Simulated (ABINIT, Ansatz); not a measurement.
# AgCl (Fm-3m): zone-centre phonons

Which modes does AgCl (Fm-3m) have at the zone centre?

Calculated with ABINIT 10.8.3; DFT LDA, scalar-relativistic, plane waves, PseudoDojo norm-conserving pseudopotentials.

### Step 1. The structure

Symmetry: Fm-3m, No. 225, cubic system. The conventional cell has a = 5.355 Å, b = 5.355 Å, c = 5.355 Å, α = 90.00°, β = 90.00°, γ = 90.00°. Ag has 6 Cl at 2.68 Å nearest. Nearest to Cl lie 6 Ag at 2.68 Å. Farther neighbours and most contacts between anions are not listed.

### Step 2. Relaxation

The harmonic expansion needs vanishing forces, and a free crystal bears no stress, so cell and atoms are brought to rest. Stress is more sensitive to the basis than forces are: the last 3 Ha under the cutoff are smoothed with ecutsm, and the cutoff is raised above that of the later runs.

The starting cell comes from a relaxation made beforehand in Ansatz (LDA, PseudoDojo NC).

relax.abi

```
# relaxation
ionmov 2
optcell 2
dilatmx 1.08
ntime 40
tolmxf 1.0d-05
tolvrs 1.0d-14
prtwf 0
prtden 0
chksymtnons 0

# basis, mesh and filling
ecut 48.0
ecutsm 3.0
ngkpt 8 8 8
nshiftk 1
shiftk 0.0 0.0 0.0
istwfk *1
occopt 1
nband 13
nstep 100
diemac 9.0
prtebands 0
prtgsr 0
useylm 1

# cell and atoms
acell 7.155421366 7.155421366 7.155421366
rprim 
    0.0 0.7071067812 0.7071067812
    0.7071067812 0.0 0.7071067812
    0.7071067812 0.7071067812 0.0
ntypat 2
znucl 47 17
natom 2
typat 1 2
xred 
    0.0 0.0 0.0
    0.5 0.5 0.5
pp_dirpath "./pseudo"
pseudos "Ag.upf, Cl.upf"
```

The run is started by

```console
$ OMP_NUM_THREADS=1 mpirun -n 4 abinit relax.abi > relax.log
```

Numbers of over 12 decimals in the logs are rounded to 6 here.

relax.abo, the main output file:

```text
[banners, grids, parts of the stress and lines that vanish by symmetry left out]
- input  file    -> relax.abi
- output file    -> relax.abo
- root for input  files -> relaxi
[...]
Symmetries : space group Fm -3 m (#225); Bravais cF (face-center cubic)
[...]
mpw =        5218          nfft =      125000          nkpt =          29
[...]
== DATASET  1 ==================================================================
[...]
cutoff_energies: {ecut:  48.0, pawecutdg:  -1.0, }
[...]
ETOT  1  -169.64003141247    -1.696E+02 2.571E-01 8.127E+03
 ETOT  2  -169.90367006173    -2.636E-01 1.404E-01 1.886E+04
 ETOT  3  -171.24015668577    -1.336E+00 6.561E-02 2.277E+03
 ETOT  4  -171.34235403498    -1.022E-01 1.816E-01 9.517E+02
 ETOT  5  -171.39543481056    -5.308E-02 8.488E-03 2.299E+02
[...]
At SCF step   17       vres2   =  6.75E-16 < tolvrs=  1.00E-14 =>converged.
[...]
sigma(1 1)=  3.39469968E-07  sigma(3 2)=  0.00000000E+00
  sigma(2 2)=  3.39469968E-07  sigma(3 1)=  0.00000000E+00
  sigma(3 3)=  3.39469968E-07  sigma(2 1)=  0.00000000E+00
[...]
convergence: {deltae: -5.400E-12, res2:  6.748E-16, residm:  1.306E-14, diffor: null, }
etotal    :  -1.71412947E+02
[...]
ETOT  1  -171.41294727453    -1.714E+02 5.078E-08 1.054E-03
[...]
At SCF step    9       vres2   =  8.27E-15 < tolvrs=  1.00E-14 =>converged.
[...]
sigma(1 1)=  2.67296207E-07  sigma(3 2)=  0.00000000E+00
  sigma(2 2)=  2.67296207E-07  sigma(3 1)=  0.00000000E+00
  sigma(3 3)=  2.67296207E-07  sigma(2 1)=  0.00000000E+00
[...]
convergence: {deltae: -5.713E-12, res2:  8.267E-15, residm:  2.626E-16, diffor: null, }
etotal    :  -1.71412947E+02
[...]
ETOT  1  -171.41294617729    -1.714E+02 8.730E-10 1.444E-02
[...]
ETOT 10  -171.41294736626    -7.276E-12 3.375E-16 1.110E-14
 ETOT 11  -171.41294736626    -3.922E-12 5.020E-17 1.623E-15
 At SCF step   11       vres2   =  1.62E-15 < tolvrs=  1.00E-14 =>converged.
[...]
sigma(1 1)= -2.96876884E-10  sigma(3 2)=  0.00000000E+00
  sigma(2 2)= -2.96876879E-10  sigma(3 1)=  0.00000000E+00
  sigma(3 3)= -2.96876879E-10  sigma(2 1)=  0.00000000E+00
[...]
convergence: {deltae: -3.922E-12, res2:  1.623E-15, residm:  5.020E-17, diffor: null, }
etotal    :  -1.71412947E+02
[...]
At Broyd/MD step   3, gradients are converged :
[...]
sigma(1 1)= -2.96876884E-10  sigma(3 2)=  0.00000000E+00
  sigma(2 2)= -2.96876879E-10  sigma(3 1)=  0.00000000E+00
  sigma(3 3)= -2.96876879E-10  sigma(2 1)=  0.00000000E+00
[...]
- sigma(1 1)= -8.73441949E-06  sigma(3 2)=  0.00000000E+00
- sigma(2 2)= -8.73441933E-06  sigma(3 1)=  0.00000000E+00
- sigma(3 3)= -8.73441933E-06  sigma(2 1)=  0.00000000E+00
[...]
fcart     -0.0000000000E+00 -0.0000000000E+00 -0.0000000000E+00
           strten     -2.9687688419E-10 -2.9687687898E-10 -2.9687687898E-10
================================================================================

[key lines of the parts left out:]
pressure_GPa:   8.7344E-06
Total energy (etotal) [Ha]= -1.71412947366263E+02
```

Elapsed: 87 s, on 4 MPI ranks of Intel Xeon at 2.70GHz, shared host.

Little changed from the start: no atom moved by 0.005 Å and no cell edge by 0.1 %.

Read from the output:

| Property | Result |
| --- | --- |
| volume per atom | 19.19 Å³ |
| pressure | 8.73e-6 GPa |

### Step 3. Self-consistent run for the response

First-order wavefunctions inherit every error of the ground state, hence the very tight tolvrs. The mesh is shifted off Γ, since shifted meshes converge sums over the zone faster.

gs.abi

```
# ground state
tolvrs 1.0d-16
prtden 1
prtwf 1

# basis, mesh and filling
ecut 39.0
ngkpt 6 6 6
nshiftk 4
shiftk 
    0.5 0.5 0.5
    0.5 0.0 0.0
    0.0 0.5 0.0
    0.0 0.0 0.5
istwfk *1
occopt 1
nband 13
nstep 100
diemac 9.0
prtebands 0
prtgsr 0
useylm 1

# cell and atoms
acell 7.155078653 7.155078653 7.155078653
rprim 
    0.0 0.7071067812 0.7071067812
    0.7071067812 0.0 0.7071067812
    0.7071067812 0.7071067812 0.0
ntypat 2
znucl 47 17
natom 2
typat 1 2
xred 
    0.0 0.0 0.0
    0.5 0.5 0.5
pp_dirpath "./pseudo"
pseudos "Ag.upf, Cl.upf"
```

The run is started by

```console
$ OMP_NUM_THREADS=1 mpirun -n 4 abinit gs.abi > gs.log
```

gs.abo, the main output file:

```text
[banners, grids, parts of the stress and lines that vanish by symmetry left out]
- input  file    -> gs.abi
- output file    -> gs.abo
- root for input  files -> gsi
[...]
Symmetries : space group Fm -3 m (#225); Bravais cF (face-center cubic)
[...]
mpw =        3030          nfft =       91125          nkpt =          28
[...]
== DATASET  1 ==================================================================
[...]
cutoff_energies: {ecut:  39.0, pawecutdg:  -1.0, }
[...]
ETOT  1  -169.57947225786    -1.696E+02 2.161E-01 6.129E+03
 ETOT  2  -169.83037937256    -2.509E-01 1.167E-01 1.431E+04
 ETOT  3  -171.22730797217    -1.397E+00 1.292E-01 1.733E+03
 ETOT  4  -171.33955161651    -1.122E-01 3.283E-03 7.229E+02
 ETOT  5  -171.39619369274    -5.664E-02 9.764E-04 1.588E+02
[...]
ETOT 20  -171.41280219777     8.640E-12 4.118E-18 1.584E-16
 ETOT 21  -171.41280219778    -4.036E-12 1.213E-18 8.295E-17
 At SCF step   21       vres2   =  8.30E-17 < tolvrs=  1.00E-16 =>converged.
[...]
sigma(1 1)=  1.03948647E-05  sigma(3 2)=  0.00000000E+00
  sigma(2 2)=  1.03948647E-05  sigma(3 1)=  0.00000000E+00
  sigma(3 3)=  1.03948647E-05  sigma(2 1)=  0.00000000E+00
[...]
convergence: {deltae: -4.036E-12, res2:  8.295E-17, residm:  1.213E-18, diffor: null, }
etotal    :  -1.71412802E+02
[...]
sigma(1 1)=  1.03948647E-05  sigma(3 2)=  0.00000000E+00
  sigma(2 2)=  1.03948647E-05  sigma(3 1)=  0.00000000E+00
  sigma(3 3)=  1.03948647E-05  sigma(2 1)=  0.00000000E+00
[...]
- sigma(1 1)=  3.05827477E-01  sigma(3 2)=  0.00000000E+00
- sigma(2 2)=  3.05827477E-01  sigma(3 1)=  0.00000000E+00
- sigma(3 3)=  3.05827477E-01  sigma(2 1)=  0.00000000E+00
[...]
fcart     -0.0000000000E+00 -0.0000000000E+00 -0.0000000000E+00
           strten      1.0394864668E-05  1.0394864668E-05  1.0394864668E-05
================================================================================

[key lines of the parts left out:]
pressure_GPa:  -3.0583E-01
```

The job ended after 48 s (4 MPI ranks; 3.2 min of CPU time).

Numbers from this step:

```
pressure : -0.3058 GPa
```

The cell stands at -0.31 GPa: the relaxation ran with a smoothed and higher cutoff and on another k mesh.

### Step 4. Empty bands

Empty bands on the ground state's density check that the gap assumed so far is there in this cell.

gap.abi

```
# empty bands on the ground state's density
iscf -2
getden_filepath "gso_DEN"
tolwfr 1.0d-12
nbdbuf 2
prtwf 0

# basis, mesh and filling
ecut 39.0
ngkpt 8 8 8
nshiftk 1
shiftk 0.0 0.0 0.0
istwfk *1
occopt 1
nband 17
nstep 100
diemac 9.0
prtebands 0
prtgsr 0
useylm 1

# cell and atoms
acell 7.155078653 7.155078653 7.155078653
rprim 
    0.0 0.7071067812 0.7071067812
    0.7071067812 0.0 0.7071067812
    0.7071067812 0.7071067812 0.0
ntypat 2
znucl 47 17
natom 2
typat 1 2
xred 
    0.0 0.0 0.0
    0.5 0.5 0.5
pp_dirpath "./pseudo"
pseudos "Ag.upf, Cl.upf"
```

The run is started by

```console
$ OMP_NUM_THREADS=1 mpirun -n 4 abinit gap.abi > gap.log
```

gap.abo, the main output file:

```text
[banners, grids, parts of the stress and lines that vanish by symmetry left out]
- input  file    -> gap.abi
- output file    -> gap.abo
- root for input  files -> gapi
[...]
Symmetries : space group Fm -3 m (#225); Bravais cF (face-center cubic)
[...]
mpw =        3042          nfft =       91125          nkpt =          29
[...]
== DATASET  1 ==================================================================
[...]
cutoff_energies: {ecut:  39.0, pawecutdg:  -1.0, }
[...]
-outvars: echo values of variables after computation
            acell      7.1550786530E+00  7.1550786530E+00  7.1550786530E+00 Bohr
================================================================================
```

Wall time 13 s (4 MPI ranks); 53 s of CPU time.

Read from the output:

```yaml
gap_on_the_k_mesh: 0.6272 eV
```

In this cell the gap on the mesh is 0.63 eV, indirect (smallest direct 3.3 eV), so fixed occupations hold.

### Step 5. Linear response at Γ

The derivative of the wavefunctions by k comes first, since the response to a field is built on it; then the field and the displacements that symmetry doesn't supply are solved at q = 0.

It reads the wavefunctions written in step 3.

dfpt_gamma.abi

```
ndtset 2

# common to the responses
getwfk_filepath "gso_WFK"
kptopt 2
nqpt 1
qpt 0.0 0.0 0.0
asr 0
chneut 0

# d/dk
rfelfd1 2
rfdir1 1 1 1
iscf1 -3
tolwfr1 1.0d-20

# displacements, field
rfphon2 1
rfatpol2 1 2
rfdir2 1 1 1
rfelfd2 3
getddk2 1
tolvrs2 1.0d-10
prtwf2 0

# basis, mesh and filling
ecut 39.0
ngkpt 6 6 6
nshiftk 4
shiftk 
    0.5 0.5 0.5
    0.5 0.0 0.0
    0.0 0.5 0.0
    0.0 0.0 0.5
istwfk *1
occopt 1
nband 13
nstep 100
diemac 9.0
prtebands 0
prtgsr 0
useylm 1

# cell and atoms
acell 7.155078653 7.155078653 7.155078653
rprim 
    0.0 0.7071067812 0.7071067812
    0.7071067812 0.0 0.7071067812
    0.7071067812 0.7071067812 0.0
ntypat 2
znucl 47 17
natom 2
typat 1 2
xred 
    0.0 0.0 0.0
    0.5 0.5 0.5
pp_dirpath "./pseudo"
pseudos "Ag.upf, Cl.upf"
```

The run is started by

```console
$ OMP_NUM_THREADS=1 mpirun -n 4 abinit dfpt_gamma.abi > dfpt_gamma.log
```

dfpt_gamma.abo, the main output file:

```text
[banners, grids, parts of the stress and lines that vanish by symmetry left out]
- input  file    -> dfpt_gamma.abi
- output file    -> dfpt_gamma.abo
- root for input  files -> dfpt_gammai
[...]
DATASET    1 : space group Fm -3 m (#225); Bravais cF (face-center cubic)
[...]
nfft =       91125          nkpt =         432
[...]
DATASET    2 : space group Fm -3 m (#225); Bravais cF (face-center cubic)
[...]
nfft =       91125          nkpt =         432
[...]
== DATASET  1 ==================================================================
[...]
cutoff_energies: {ecut:  39.0, pawecutdg:  -1.0, }
[...]
- 17.00000   7.00000  180309                  znucl, zion, pspdat
[...]
Perturbation : derivative vs k along direction   1
[...]
-ETOT  1  -30.102850253292     -3.010E+01 6.333E-01 0.000E+00
 ETOT  2  -30.382593948654     -2.797E-01 2.704E-02 0.000E+00
 ETOT  3  -30.394430238125     -1.184E-02 2.030E-03 0.000E+00
 ETOT  4  -30.395180894470     -7.507E-04 1.950E-04 0.000E+00
 ETOT  5  -30.395236643562     -5.575E-05 1.578E-05 0.000E+00
[...]
At SCF step   21   max residual=  1.00E-20 < tolwfr=  1.00E-20 =>converged.
[...]
Perturbation : derivative vs k along direction   2
[...]
-ETOT  1  -30.102850252853     -3.010E+01 6.333E-01 0.000E+00
[...]
At SCF step   21   max residual=  1.00E-20 < tolwfr=  1.00E-20 =>converged.
[...]
Perturbation : derivative vs k along direction   3
[...]
-ETOT  1  -30.102850252414     -3.010E+01 6.333E-01 0.000E+00
[...]
At SCF step   21   max residual=  1.00E-20 < tolwfr=  1.00E-20 =>converged.
[...]
1        1       1.0403604068   -0.0000000000
     1        2       0.5201802034   -0.0000000000
     1        3       0.5201802034    0.0000000000
     2        1       0.5201802034   -0.0000000000
     2        2       1.0403604068    0.0000000000
     2        3       0.5201802034    0.0000000000
     3        1       0.5201802034    0.0000000000
     3        2       0.5201802034    0.0000000000
     3        3       1.0403604068    0.0000000000
[...]
== DATASET  2 ==================================================================
[...]
cutoff_energies: {ecut:  39.0, pawecutdg:  -1.0, }
[...]
Perturbation : displacement of atom   1   along direction   1
[...]
-ETOT  1   7.946325     -1.125E+04 4.781E+01 7.287E+02
[...]
At SCF step   14       vres2   =  8.46E-11 < tolvrs=  1.00E-10 =>converged.
[...]
Perturbation : displacement of atom   2   along direction   1
[...]
-ETOT  1   2.138309     -6.069E+02 4.020E+00 4.256E+02
[...]
At SCF step   12       vres2   =  8.68E-11 < tolvrs=  1.00E-10 =>converged.
[...]
Perturbation : homogeneous electric field along direction   1
[...]
-ETOT  1  -107.50384457325     -1.075E+02 5.700E+00 2.654E+04
[...]
ETOT 12  -115.72416875502     -5.053E-11 4.706E-11 8.357E-10
 ETOT 13  -115.72416875502     -3.809E-12 4.307E-12 9.354E-11
 At SCF step   13       vres2   =  9.35E-11 < tolvrs=  1.00E-10 =>converged.
[...]
Dielectric tensor, in cartesian coordinates,
[...]
1    4   1    4         5.8538183417        -0.0000000000
   1    4   2    4        -0.0000000000        -0.0000000000
   1    4   3    4        -0.0000000000        -0.0000000000
   2    4   1    4        -0.0000000000        -0.0000000000
   2    4   2    4         5.8538183417        -0.0000000000
   2    4   3    4        -0.0000000000        -0.0000000000
   3    4   1    4        -0.0000000000        -0.0000000000
   3    4   2    4        -0.0000000000        -0.0000000000
   3    4   3    4         5.8538183417        -0.0000000000
  Effective charges, in cartesian coordinates,
[...]
1    1   1    4         1.4154990762         0.0000000000
   2    1   1    4         0.0000000000         0.0000000000
   3    1   1    4        -0.0000000000         0.0000000000
   1    2   1    4        -1.4150798346         0.0000000000
   2    2   1    4         0.0000000000         0.0000000000
[...]
Effective charges, in cartesian coordinates,
[...]
2    4   1    2         0.0000000000         0.0000000000
   3    4   1    2        -0.0000000000         0.0000000000
   1    4   2    2         0.0000000000         0.0000000000
   2    4   2    2        -1.4150794112         0.0000000000
   3    4   2    2         0.0000000000         0.0000000000
   1    4   3    2        -0.0000000000         0.0000000000
   2    4   3    2         0.0000000000         0.0000000000
   3    4   3    2        -1.4150794112         0.0000000000
  Phonon wavevector (reduced coordinates) :  0.00000  0.00000  0.00000
 Phonon energies in Hartree :
[...]
Phonon frequencies in cm-1    :
-  2.019200E+00  2.019200E+00  2.019200E+00  1.303299E+02  1.303299E+02
-  1.303299E+02
  Phonon at Gamma, with non-analyticity in the
[...]
Phonon energies in Hartree :
[...]
Phonon frequencies in cm-1    :
-  2.019200E+00  2.019200E+00  2.019200E+00  1.303299E+02  1.303299E+02
-  1.828214E+02
  Phonon at Gamma, with non-analyticity in the
[...]
Phonon energies in Hartree :
[...]
Phonon frequencies in cm-1    :
-  2.019200E+00  2.019200E+00  2.019200E+00  1.303299E+02  1.303299E+02
-  1.828214E+02
  Phonon at Gamma, with non-analyticity in the
[...]
Phonon energies in Hartree :
[...]
Phonon frequencies in cm-1    :
-  2.019200E+00  2.019200E+00  2.019200E+00  1.303299E+02  1.303299E+02
-  1.828214E+02
[...]
fcart2     0.0000000000E+00  0.0000000000E+00  0.0000000000E+00
           strten2     0.0000000000E+00  0.0000000000E+00  0.0000000000E+00
================================================================================
```

Run time: 23 min. Hardware: 4 MPI ranks.

Read from the output:

| Property | Result |
| --- | --- |
| miss of the charge sum rule | 4.19e-4 e |
| largest acoustic frequency at the zone centre before the sum rule | 2.02 cm⁻¹ |
| highest optical zone-centre mode (no LO-TO term) | 130.3 cm⁻¹ |
| lowest optical zone-centre mode | 130.3 cm⁻¹ |
| mean high-frequency dielectric constant | 5.854 |
| largest Born charge in size (third of the trace) | 1.415 e |

Born charge (rows field, columns displacement), before the sum rule (e), principal values of the symmetric part by kind of site:

```
atom  atoms with these values    low  middle   high   mean
 Ag1                        1   1.42    1.42   1.42   1.42
 Cl2                        1  -1.42   -1.42  -1.42  -1.42
```

In full for Cl2:

```
-1.42  0.00  0.00
 0.00 -1.42  0.00
 0.00  0.00 -1.42
```

High-frequency dielectric tensor:

```
5.85 0.00 0.00
0.00 5.85 0.00
0.00 0.00 5.85
```

The acoustic modes at Γ come out as far as 2.0 cm⁻¹ from zero, where they should vanish, a small numerical error; the Born charges miss their sum rule by 4.2e-4 e, which is good.

(Part 1 of 3 ends here.)

[Host names and launcher messages were left out of these logs when they were recorded.]

[Logs are printed without paths, hosts, clocks, repeated set-up lines and the standing remarks that a program may print on its own settings, such as how far it seeks lower states.]

[Hosts, paths, dates, database ids (printed as entryN), source tags and the programs' standing remarks are cut or masked in the printed files.]
